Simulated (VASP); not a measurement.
**Al2O3: band structure with PBE**

Crystal: Al2O3.

```
Al O
1.0
     3.01748    0.00000    0.00000
    -1.50874    2.61322    0.00000
     0.00000    0.00000    7.57464
Al O
2 3
Cartesian
  0.0000 0.0000 5.4693
  0.0000 0.0000 2.1054
  0.0000 0.0000 3.7873
  1.5087 0.8711 6.0638
  0.0000 1.7421 1.5108
```

Measurements of this composition are mostly on another form, of space group No. 167.

```yaml
Program: VASP 6.6.1
Task: band structure
Functional: PBE
Potentials_or_basis: VASP PAW PBE potentials, release 54 (Al, O)
Cutoff: 900 eV
k_mesh: 7 × 7 × 3
Occupations: fermi-dirac, width 0.05 eV
Spin: no spin polarisation
Further_INCAR_settings: ALGO = Fast; EDIFF = 1e-06
```

- Pressure: -0.5 GPa
- Largest force: 0.096 eV/Å
- Band gap on the k mesh: 2.29 eV, direct
- Band gap along the path: 2.29 eV, direct

Forces on the atoms (eV/Å):
```
Al   0.000  0.000 -0.079
Al   0.000  0.000  0.079
O    0.000  0.000  0.000
O    0.000  0.000 -0.096
O    0.000  0.000  0.096
```

Stress tensor (GPa, compression positive):
```
-0.64  0.00  0.00
 0.00 -0.64  0.00
 0.00  0.00 -0.16
```

Levels at the corners of the path, in eV from the valence-band top:
```csv
point,band 9,band 10,band 11,band 12,band 13,band 14,band 15,band 16
Γ,-3.73,-2.35,0.00,0.00,2.29,4.28,7.36,10.59
M,-3.55,-3.12,-1.76,-0.48,4.61,6.20,8.17,8.95
M,-3.55,-3.12,-1.76,-0.48,4.61,6.20,8.17,8.95
K,-3.49,-3.49,-1.41,-1.41,6.74,6.74,7.72,10.29
K,-3.49,-3.49,-1.41,-1.41,6.74,6.74,7.72,10.30
Γ,-3.73,-2.35,0.00,0.00,2.29,4.28,7.36,10.56
Γ,-3.73,-2.35,0.00,0.00,2.29,4.28,7.36,10.56
A,-3.66,-3.11,0.00,0.00,3.24,3.32,8.12,8.76
A,-3.66,-3.11,0.00,0.00,3.24,3.32,8.12,8.76
L,-3.43,-3.34,-1.70,-0.48,5.04,5.61,8.10,8.66
L,-3.43,-3.34,-1.70,-0.48,5.04,5.61,8.10,8.66
H,-3.42,-3.42,-1.48,-1.48,6.76,6.76,7.74,9.98
H,-3.42,-3.42,-1.48,-1.48,6.76,6.76,7.74,9.98
A,-3.66,-3.11,0.00,0.00,3.24,3.32,8.12,8.76
L,-3.43,-3.34,-1.70,-0.48,5.04,5.61,8.10,8.66
M,-3.55,-3.12,-1.76,-0.48,4.61,6.20,8.17,8.95
K,-3.49,-3.49,-1.41,-1.41,6.74,6.74,7.72,10.29
H,-3.42,-3.42,-1.48,-1.48,6.76,6.76,7.74,9.98
```

It took 2.9 min on 1 thread of Intel(R) Xeon(R) 6975P-C (Granite Rapids), on a shared host, peak memory 0.27 GiB.

Expect the measured gap to be larger: semilocal functionals such as PBE lack the derivative discontinuity.
